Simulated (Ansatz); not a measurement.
Crystal: In.

```
In
1.0
    -1.88253    1.88253    1.88253
     1.88253   -1.88253    1.88253
     1.88253    1.88253   -1.88253
In
1
Direct
  0.00000 0.00000 0.00000
```

This isn't the form of In at room conditions, which is tetragonal.

```yaml
Program: Ansatz 0.2.0
Task: relaxation of cell and atoms
Functional: HSEsol
Potentials_or_basis: Ansatz PAW
Cutoff: "420 eV (not typed: the program's choice for these potentials)"
k_mesh: 5 × 5 × 5
Occupations: fermi-dirac, width 0.05 eV
Spin: no spin polarisation
```

At the start: volume 26.69 Å³/atom.

Task: Where does the relaxation end?

Result: It ends after 4 steps and the volume is 25.23 Å³/atom (-5.4 %); space group Im-3m (No. 229, to 0.05 Å).

Step by step:
| step | energy change (eV) | largest force (eV/Å) | volume (Å³) |
| --- | --- | --- | --- |
| 1 | 0.0000 | 0.0000 | 26.69 |
| 2 | -0.0110 | 0.0000 | 25.39 |
| 3 | -0.0112 | 0.0000 | 25.23 |
| 4 | -0.0109 | 0.0000 | 25.23 |

Final structure:
```cif
data_structure
_symmetry_space_group_name_H-M 'P 1'
_symmetry_Int_Tables_number 1
_cell_length_a 3.2003
_cell_length_b 3.2003
_cell_length_c 3.2003
_cell_angle_alpha 109.471
_cell_angle_beta 109.471
_cell_angle_gamma 109.471
_cell_volume 25.23
loop_
_atom_site_label
_atom_site_type_symbol
_atom_site_fract_x
_atom_site_fract_y
_atom_site_fract_z
_atom_site_occupancy
In1 In 0.00000 0.00000 0.00000 1
```

Caveat: the k mesh is coarse (spacing up to 0.47 Å⁻¹), so the values aren't converged, least of all with exact exchange; the plane-wave basis is chosen anew once the cell has moved, so the energies of steps on either side of that aren't comparable; the PAW data sets come from PBE, with cores solved anew for the run's functional, which leaves a small shift of forces and pressure.
